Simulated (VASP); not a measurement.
# A first-principles U for CoSn, part 2 of 4

What U does CoSn call for? The start is a computed cell from the Materials Project.

VASP 6.6.1, plane waves and PAW; the level of theory is named at each step.

Still holding for the runs below: The k-mesh is coarse for a metal.

So far: Starting point; Ground state.

## 3. Shifted potential, frozen density, alpha -0.2

This step: PBE, with a shift of one shell's potential, spin-polarised from a ferromagnetic start; plane waves and PAW (Co, Co, Sn) (VASP 6.6.1).

With the density held, the shell's charge shows the bare response.

Input file INCAR:

```
SYSTEM = CoSn
PREC = Accurate
ENCUT = 350
EDIFF = 1E-06
NELM = 150
ISMEAR = 0
SIGMA = 0.1
LREAL = .FALSE.
ALGO = Normal
GGA = PE
NBANDS = 60
ISPIN = 2
MAGMOM = 2 2 2 2 2 2 0 0 0 0 0 0
LASPH = .TRUE.
LMAXMIX = 4
LORBIT = 11
LWAVE = .FALSE.
LCHARG = .FALSE.
KPAR = 4
AMIX = 0.2
BMIX = 1E-04
AMIX_MAG = 0.8
BMIX_MAG = 1E-04
LDAU = .TRUE.
LDAUTYPE = 3
LDAUL = 2 -1 -1
LDAUU = -0.2 0 0
LDAUJ = -0.2 0 0
ICHARG = 11
```

Input file POSCAR:

```
CoSn
1.0
    5.2460399276      0.0000000000      0.0000000000
   -2.6230199638      4.5432038466      0.0000000000
    0.0000000000      0.0000000000      8.3751806000
Co Co Sn
1 5 6
Direct
    0.5000000000      0.0000000000      0.0000000000
    0.5000000000      0.0000000000      0.5000000000
    0.5000000000      0.5000000000      0.0000000000
    0.5000000000      0.5000000000      0.5000000000
    0.0000000000      0.5000000000      0.0000000000
    0.0000000000      0.5000000000      0.5000000000
    0.0000000000      0.0000000000      0.0000000000
    0.0000000000      0.0000000000      0.5000000000
    0.3333333333      0.6666666667      0.2500000000
    0.3333333333      0.6666666667      0.7500000000
    0.6666666667      0.3333333333      0.2500000000
    0.6666666667      0.3333333333      0.7500000000
```

Input file KPOINTS:

```
Automatic mesh
0
Gamma
4 4 2
0 0 0
```

Potentials, in the order of the species: Co, Co and Sn (PBE family, release 64).

The run starts from files that an earlier step left in the folder.

Run with:

```sh
mpirun -np 4 vasp_std
```

What it wrote:

```text
[banner, memory and clock lines left out]
running    4 mpi-ranks, on    1 nodes
 distrk:  each k-point on    1 cores,    4 groups
 distr:  one band on    1 cores,    1 groups

 POSCAR found type information on POSCAR CoCoSn
 POSCAR found :  3 types and      12 ions
 LDA part: xc-table for (Slater+PW92), standard interpolation
 found WAVECAR, reading the header
 WARNING: stress and forces are not correct
 POSCAR, INCAR and KPOINTS ok, starting setup
 FFT: planning ... GRIDC
 FFT: planning ... GRID_SOFT
 FFT: planning ... GRID
 reading WAVECAR
 the WAVECAR file was read successfully
 charge density read from file: CHGCAR, CoSn
magnetization read from file: component  1
 entering main loop
       N       E                     dE             d eps       ncg     rms          rms(c)
DAV:   1    -0.649979781064E+02   -0.64998E+02   -0.22501E-02  5740   0.197E+00
DAV:   2    -0.649985416165E+02   -0.56351E-03   -0.56351E-03  3512   0.312E-01
DAV:   3    -0.649985432483E+02   -0.16318E-05   -0.16327E-05  4188   0.161E-02
DAV:   4    -0.649985432874E+02   -0.39058E-07   -0.38116E-07  1944   0.234E-03
   1 F= -.64998543E+02 E0= -.64985479E+02  d E =-.261294E-01  mag=    -0.0002
```

It took 11 s on 4 MPI ranks of Intel Xeon 6975P-C (Granite Rapids), shared host; peak memory 1.3 GiB; 41 s of CPU time.

From OUTCAR (step 3):

```text
The static configuration has the point symmetry D_2h.

 Found     14 irreducible k-points:

   NELECT =      78.0000    total number of electrons

 E-fermi :   8.1458

 spin component 1
 k-point     1 :       0.0000    0.0000    0.0000
  band No.  band energies     occupation
    ...
     37       7.5966      1.00000
     38       7.6104      1.00000
     39       7.6555      1.00000
     40       7.6952      1.00000
     41       7.8548      0.99998
     42       8.5296      0.00000
     43       8.5967      0.00000
     44       8.6730      0.00000
     45       9.3753      0.00000
     46       9.4076      0.00000
    ...

 k-point     2 :       0.2500    0.0000    0.0000
  band No.  band energies     occupation
    ...
     36       7.6344      1.00000
     37       7.7047      1.00000
     38       7.8141      1.00000
     39       7.8414      0.99999
     40       8.0235      0.95815
     41       8.2468      0.07671
     42       8.6345      0.00000
     43       8.9510      0.00000
     44       9.2008      0.00000
     45       9.8031      0.00000
    ...

 k-point     3 :       0.0000    0.2500    0.0000
  band No.  band energies     occupation
    ...
     36       7.5909      1.00000
     37       7.6770      1.00000
     38       7.7820      1.00000
     39       7.9062      0.99965
     40       8.0519      0.90793
     41       8.2277      0.12335
     42       8.6136      0.00000
     43       8.9204      0.00000
     44       9.2235      0.00000
     45       9.7988      0.00000
    ...

 k-point     4 :       0.5000    0.0000    0.0000
  band No.  band energies     occupation
    ...
     35       7.5280      1.00000
     36       7.5825      1.00000
     37       7.6309      1.00000
     38       7.6832      1.00000
     39       7.8620      0.99997
     40       8.4594      0.00000
     41       8.7797      0.00000
     42       9.0203      0.00000
     43       9.3307      0.00000
     44       9.7259      0.00000
    ...

  Total       -1.0862193      0.6829980     -1.3521796     -0.0000000      0.0000000      0.0000000
  in kB       -8.7184664      5.4820378    -10.8531794     -0.0000000      0.0000000      0.0000000
  external PRESSURE =      -4.6965360 kB  Pullay stress =       0.0000000 kB

 POSITION                                       TOTAL-FORCE (eV/Angst)
 -----------------------------------------------------------------------------------
      2.62302      0.00000      0.00000        -0.000000      0.000000      0.000000
      2.62302      0.00000      4.18759         0.000000      0.000000      0.000000
      1.31151      2.27160      0.00000        -0.000000      0.000000      0.000000
      1.31151      2.27160      4.18759        -0.000000      0.000000      0.000000
     -1.31151      2.27160      0.00000         0.000000      0.000000      0.000000
     -1.31151      2.27160      4.18759        -0.000000      0.000000      0.000000
      0.00000      0.00000      0.00000        -0.000000      0.000000      0.000000
      0.00000      0.00000      4.18759        -0.000000      0.000000      0.000000
     -0.00000      3.02880      2.09380         0.000000     -0.079088      0.075088
     -0.00000      3.02880      6.28139         0.000000     -0.079088     -0.075088
      2.62302      1.51440      2.09380        -0.000000      0.079088      0.075088
      2.62302      1.51440      6.28139        -0.000000      0.079088     -0.075088
 -----------------------------------------------------------------------------------
    total drift:                                0.000000      0.000000     -0.000000

  FREE ENERGIE OF THE ION-ELECTRON SYSTEM (eV)
  ---------------------------------------------------
  free  energy   TOTEN  =       -64.9985432874 eV

  energy  without entropy=      -64.9724139277  energy(sigma->0) =      -64.98547861

 total charge
# of ion       s       p       d       tot
------------------------------------------
    1        0.405   0.472   7.244   8.120
    2        0.405   0.470   7.496   8.371
    3        0.406   0.473   7.520   8.399
    4        0.405   0.472   7.485   8.361
    5        0.406   0.473   7.520   8.399
    6        0.405   0.472   7.485   8.361
    7        1.394   1.658   0.236   3.287
    8        1.393   1.647   0.233   3.273
    9        1.368   1.869   0.290   3.526
   10        1.368   1.869   0.290   3.526
   11        1.368   1.869   0.290   3.526
   12        1.368   1.869   0.290   3.526
--------------------------------------------------
tot         10.688  13.611  46.376  70.675

 magnetization (x)
# of ion       s       p       d       tot
------------------------------------------
    1       -0.000  -0.000  -0.000  -0.000
    2       -0.000  -0.000   0.000   0.000
    3       -0.000  -0.000   0.000   0.000
    4       -0.000  -0.000  -0.000  -0.000
    5       -0.000  -0.000   0.000   0.000
    6       -0.000  -0.000  -0.000  -0.000
    7        0.000   0.000  -0.000   0.000
    8        0.000   0.000  -0.000   0.000
    9        0.000  -0.000  -0.000  -0.000
   10        0.000  -0.000  -0.000  -0.000
   11        0.000  -0.000  -0.000  -0.000
   12        0.000  -0.000  -0.000  -0.000
--------------------------------------------------
tot          0.000  -0.000  -0.000  -0.000

[... 8 parts as in an earlier step ...]

[... 8 further parts left out ...]
```

This step gave:

| Property | Result |
| --- | --- |
| electronic cycles | 4 |
| free energy (TOTEN) | -64.9985 eV |
| energy at zero smearing | -64.9855 eV |
| Fermi energy | 8.146 eV |

Energy at zero smearing: -64.98548 eV.

## 4. Shifted potential, relaxed density, alpha -0.2

With self-consistency the other electrons screen the shift.

INCAR: that of step 3 with these lines changed.

```diff
@@ -28,2 +28 @@
 LDAUJ = -0.2 0 0
-ICHARG = 11
```

POSCAR is that of step 3.

KPOINTS is that of step 3.

Run with:

```sh
mpirun -np 4 vasp_std
```

What it wrote:

```text
[banner, memory and clock lines left out]
running    4 mpi-ranks, on    1 nodes
 distrk:  each k-point on    1 cores,    4 groups
 distr:  one band on    1 cores,    1 groups

 POSCAR found type information on POSCAR CoCoSn
 POSCAR found :  3 types and      12 ions
 LDA part: xc-table for (Slater+PW92), standard interpolation
 found WAVECAR, reading the header
 POSCAR, INCAR and KPOINTS ok, starting setup
 FFT: planning ... GRIDC
 FFT: planning ... GRID_SOFT
 FFT: planning ... GRID
 reading WAVECAR
 the WAVECAR file was read successfully
 initial charge from wavefunction
 entering main loop
       N       E                     dE             d eps       ncg     rms          rms(c)
DAV:   1    -0.649982414196E+02   -0.64998E+02   -0.22686E-02  5724   0.198E+00    0.172E+00
DAV:   2    -0.652513640516E+02   -0.25312E+00   -0.67584E-01  4388   0.123E+01    0.579E+00
DAV:   3    -0.649792220691E+02    0.27214E+00   -0.18919E-01  4084   0.992E+00    0.509E-01
DAV:   4    -0.649798699550E+02   -0.64789E-03   -0.24515E-02  4504   0.133E+00    0.316E-01
DAV:   5    -0.649793511312E+02    0.51882E-03   -0.22937E-03  4116   0.626E-01    0.776E-02
DAV:   6    -0.649793697719E+02   -0.18641E-04   -0.29672E-04  4456   0.185E-01    0.835E-02
DAV:   7    -0.649793612515E+02    0.85203E-05   -0.65475E-05  4352   0.171E-01    0.713E-02
DAV:   8    -0.649793315074E+02    0.29744E-04   -0.41026E-05  4608   0.116E-01    0.219E-02
DAV:   9    -0.649793324714E+02   -0.96392E-06   -0.12646E-05  4564   0.279E-02    0.100E-02
DAV:  10    -0.649793320754E+02    0.39601E-06   -0.72382E-06  3632   0.344E-02
   1 F= -.64979332E+02 E0= -.64967061E+02  d E =-.245430E-01  mag=     0.0000
```

The job ended after 25 s (4 MPI ranks; peak memory 1.4 GiB; 98 s of CPU time).

From OUTCAR (step 4):

```text
The static configuration has the point symmetry D_2h.

 Found     14 irreducible k-points:

   NELECT =      78.0000    total number of electrons

 E-fermi :   8.1301

 spin component 1
 k-point     1 :       0.0000    0.0000    0.0000
  band No.  band energies     occupation
    ...
     37       7.5857      1.00000
     38       7.5914      1.00000
     39       7.6025      1.00000
     40       7.6102      1.00000
     41       7.8598      0.99993
     42       8.5375      0.00000
     43       8.5428      0.00000
     44       8.6555      0.00000
     45       9.3603      0.00000
     46       9.4011      0.00000
    ...

 k-point     2 :       0.2500    0.0000    0.0000
  band No.  band energies     occupation
    ...
     36       7.5773      1.00000
     37       7.6880      1.00000
     38       7.7866      1.00000
     39       7.8220      0.99999
     40       8.0123      0.95224
     41       8.2346      0.06977
     42       8.6100      0.00000
     43       8.9200      0.00000
     44       9.1933      0.00000
     45       9.7881      0.00000
    ...

 k-point     3 :       0.0000    0.2500    0.0000
  band No.  band energies     occupation
    ...
     36       7.5713      1.00000
     37       7.6824      1.00000
     38       7.7815      1.00000
     39       7.8309      0.99999
     40       8.0160      0.94680
     41       8.2326      0.07368
     42       8.6074      0.00000
     43       8.9161      0.00000
     44       9.1950      0.00000
     45       9.7883      0.00000
    ...

 k-point     4 :       0.5000    0.0000    0.0000
  band No.  band energies     occupation
    ...
     35       7.5339      1.00000
     36       7.5749      1.00000
     37       7.5853      1.00000
     38       7.6076      1.00000
     39       7.8673      0.99990
     40       8.4397      0.00001
     41       8.7474      0.00000
     42       9.0212      0.00000
     43       9.2982      0.00000
     44       9.7306      0.00000
    ...

  Total        4.7049780      4.7271397      3.8142760      0.0000000      0.0000000      0.0000000
  in kB       37.7641907     37.9420703     30.6150310      0.0000000      0.0000000      0.0000000
  external PRESSURE =      35.4404307 kB  Pullay stress =       0.0000000 kB

 POSITION                                       TOTAL-FORCE (eV/Angst)
 -----------------------------------------------------------------------------------
      2.62302      0.00000      0.00000        -0.000000      0.000000      0.000000
      2.62302      0.00000      4.18759         0.000000      0.000000      0.000000
      1.31151      2.27160      0.00000        -0.000000      0.000000      0.000000
      1.31151      2.27160      4.18759        -0.000000      0.000000      0.000000
     -1.31151      2.27160      0.00000         0.000000      0.000000      0.000000
     -1.31151      2.27160      4.18759         0.000000      0.000000      0.000000
      0.00000      0.00000      0.00000         0.000000      0.000000      0.000000
      0.00000      0.00000      4.18759         0.000000      0.000000      0.000000
     -0.00000      3.02880      2.09380         0.000000     -0.013677      0.023445
     -0.00000      3.02880      6.28139         0.000000     -0.013677     -0.023445
      2.62302      1.51440      2.09380         0.000000      0.013677      0.023445
      2.62302      1.51440      6.28139         0.000000      0.013677     -0.023445
 -----------------------------------------------------------------------------------
    total drift:                               -0.000000      0.000000     -0.000000

  FREE ENERGIE OF THE ION-ELECTRON SYSTEM (eV)
  ---------------------------------------------------
  free  energy   TOTEN  =       -64.9793320754 eV

  energy  without entropy=      -64.9547890474  energy(sigma->0) =      -64.96706056

 total charge
# of ion       s       p       d       tot
------------------------------------------
    1        0.407   0.475   7.441   8.323
    2        0.404   0.470   7.474   8.349
    3        0.405   0.471   7.475   8.350
    4        0.404   0.471   7.474   8.349
    5        0.405   0.471   7.475   8.350
    6        0.404   0.471   7.474   8.349
    7        1.392   1.647   0.234   3.273
    8        1.392   1.644   0.233   3.270
    9        1.367   1.864   0.288   3.519
   10        1.367   1.864   0.288   3.519
   11        1.367   1.864   0.288   3.519
   12        1.367   1.864   0.288   3.519
--------------------------------------------------
tot         10.681  13.575  46.433  70.688

 magnetization (x)
# of ion       s       p       d       tot
------------------------------------------
    1        0.000  -0.000  -0.000  -0.000
    2        0.000  -0.000   0.000   0.000
    3        0.000  -0.000   0.000   0.000
    4       -0.000  -0.000  -0.000  -0.000
    5        0.000  -0.000   0.000   0.000
    6       -0.000  -0.000  -0.000  -0.000
    7        0.000  -0.000  -0.000  -0.000
    8        0.000  -0.000   0.000  -0.000
    9        0.000  -0.000  -0.000  -0.000
   10        0.000  -0.000  -0.000  -0.000
   11        0.000  -0.000  -0.000  -0.000
   12        0.000  -0.000  -0.000  -0.000
--------------------------------------------------
tot         -0.000  -0.000   0.000   0.000

[... 8 parts as in an earlier step ...]

[... 4 further parts left out ...]
```

Numbers from this step:

| Property | Result |
| --- | --- |
| electronic cycles | 10 |
| free energy (TOTEN) | -64.9793 eV |
| energy at zero smearing | -64.9671 eV |
| Fermi energy | 8.130 eV |

Energy at zero smearing: -64.96706 eV.

The run ends at a pressure of 3.54 GPa, with forces up to 0.027 eV/Å.

## 5. Shifted potential, frozen density, alpha -0.1

INCAR: that of step 4 with these lines changed.

```diff
@@ -26,3 +26,4 @@
 LDAUL = 2 -1 -1
-LDAUU = -0.2 0 0
-LDAUJ = -0.2 0 0
+LDAUU = -0.1 0 0
+LDAUJ = -0.1 0 0
+ICHARG = 11
```

POSCAR is that of step 4.

KPOINTS is that of step 4.

The run starts from files that an earlier step left in the folder.

Run with:

```sh
mpirun -np 4 vasp_std
```

What it wrote:

```text
[... set-up lines as in an earlier step ...]
 entering main loop
       N       E                     dE             d eps       ncg     rms          rms(c)
DAV:   1    -0.657317818469E+02   -0.65732E+02   -0.55293E-03  5796   0.983E-01
DAV:   2    -0.657319245346E+02   -0.14269E-03   -0.14269E-03  3528   0.159E-01
DAV:   3    -0.657319249405E+02   -0.40588E-06   -0.40557E-06  3796   0.813E-03
   1 F= -.65731925E+02 E0= -.65719411E+02  d E =-.250274E-01  mag=    -0.0002
```

It took 9.8 s on 4 MPI ranks; peak memory 1.3 GiB.

From OUTCAR (step 5):

```text
   NELECT =      78.0000    total number of electrons

 E-fermi :   8.1336

 spin component 1
 k-point     1 :       0.0000    0.0000    0.0000
  band No.  band energies     occupation
    ...
     37       7.5861      1.00000
     38       7.5959      1.00000
     39       7.6117      1.00000
     40       7.6400      1.00000
     41       7.8548      0.99996
     42       8.5296      0.00000
     43       8.5629      0.00000
     44       8.6592      0.00000
     45       9.3633      0.00000
     46       9.4000      0.00000
    ...

 k-point     2 :       0.2500    0.0000    0.0000
  band No.  band energies     occupation
    ...
     36       7.5948      1.00000
     37       7.6941      1.00000
     38       7.7998      1.00000
     39       7.8191      1.00000
     40       8.0137      0.95508
     41       8.2360      0.07387
     42       8.6177      0.00000
     43       8.9294      0.00000
     44       9.1933      0.00000
     45       9.7923      0.00000
    ...

  Total        1.7297776      2.5976320      1.1111711      0.0000000      0.0000000      0.0000000
  in kB       13.8839442     20.8497193      8.9187404      0.0000000      0.0000000      0.0000000
  external PRESSURE =      14.5508013 kB  Pullay stress =       0.0000000 kB

 POSITION                                       TOTAL-FORCE (eV/Angst)
 -----------------------------------------------------------------------------------
      2.62302      0.00000      0.00000         0.000000      0.000000      0.000000
      2.62302      0.00000      4.18759         0.000000      0.000000      0.000000
      1.31151      2.27160      0.00000        -0.000000      0.000000      0.000000
      1.31151      2.27160      4.18759         0.000000      0.000000      0.000000
     -1.31151      2.27160      0.00000         0.000000      0.000000      0.000000
     -1.31151      2.27160      4.18759        -0.000000      0.000000      0.000000
      0.00000      0.00000      0.00000         0.000000      0.000000      0.000000
      0.00000      0.00000      4.18759         0.000000      0.000000      0.000000
     -0.00000      3.02880      2.09380        -0.000000     -0.037696      0.034600
     -0.00000      3.02880      6.28139        -0.000000     -0.037696     -0.034600
      2.62302      1.51440      2.09380         0.000000      0.037696      0.034600
      2.62302      1.51440      6.28139         0.000000      0.037696     -0.034600
 -----------------------------------------------------------------------------------
    total drift:                                0.000000      0.000000     -0.000000

  FREE ENERGIE OF THE ION-ELECTRON SYSTEM (eV)
  ---------------------------------------------------
  free  energy   TOTEN  =       -65.7319249405 eV

  energy  without entropy=      -65.7068975497  energy(sigma->0) =      -65.71941125

 magnetization (x)
# of ion       s       p       d       tot
------------------------------------------
    1       -0.000  -0.000  -0.000  -0.000
    2        0.000  -0.000   0.000   0.000
    3       -0.000  -0.000   0.000   0.000
    4       -0.000  -0.000  -0.000  -0.000
    5       -0.000  -0.000   0.000   0.000
    6       -0.000  -0.000  -0.000  -0.000
    7        0.000   0.000  -0.000   0.000
    8        0.000   0.000  -0.000   0.000
    9        0.000  -0.000  -0.000  -0.000
   10        0.000  -0.000  -0.000  -0.000
   11        0.000  -0.000  -0.000  -0.000
   12        0.000  -0.000  -0.000  -0.000
--------------------------------------------------
tot          0.000  -0.000  -0.000  -0.000

[... 9 parts as in an earlier step ...]

[... 13 further parts left out ...]
```

Numbers from this step:

| Item | Value |
| --- | --- |
| electronic cycles | 3 |
| free energy (TOTEN) | -65.7319 eV |
| energy at zero smearing | -65.7194 eV |
| Fermi energy | 8.134 eV |

Energy at zero smearing: -65.71941 eV.

(Part 2 of 4 ends here.)

[Lines on the potential files, build, host, timing and source positions are cut from VASP's logs without a mark.]

[Logs are printed without paths, hosts, clocks, repeated set-up lines and the standing remarks that a program may print on its own settings, such as how far it seeks lower states.]

[Hosts, paths, dates, database ids (printed as entryN), source tags and the programs' standing remarks are cut or masked in the printed files.]

[In band tables of VASP the shares of atoms and orbitals are scaled to a sum of 1 inside the atoms' spheres.]

[Runs that stopped without an error message from VASP are left out.]
